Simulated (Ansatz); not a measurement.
SrCl2:

```
Sr Cl
1.0
     0.00000    3.48835    3.48835
     3.48835    0.00000    3.48835
     3.48835    3.48835    0.00000
Sr Cl
1 2
Direct
  0.00000 0.00000 0.00000
  0.75000 0.75000 0.75000
  0.25000 0.25000 0.25000
```

Base run:

```yaml
Program: Ansatz 0.2.0
Functional: PBEsol
Potentials_or_basis: all-electron LAPW, scalar-relativistic
Cutoff: 143 eV (chosen from the basis error)
Basis_error_allowed: 0.002 eV/atom
k_mesh: 7 × 7 × 7
Occupations: fermi-dirac, width 0.05 eV
Spin: no spin polarisation
```

Its results: band gap on the k mesh 5.18 eV, indirect (least direct gap 5.48 eV); pressure -1.1 GPa.

Problem. The run is repeated on the same cell with these changes: potentials or basis from all-electron LAPW, scalar-relativistic to all-electron LAPW, non-relativistic. What comes out?

Solution. Band gap on the k mesh 5.37 eV, indirect (least direct gap 5.55 eV); pressure -0.9 GPa.

Caveats: relativity is left out, which matters for the heavier elements (some runs).

A k mesh can miss the band edges.
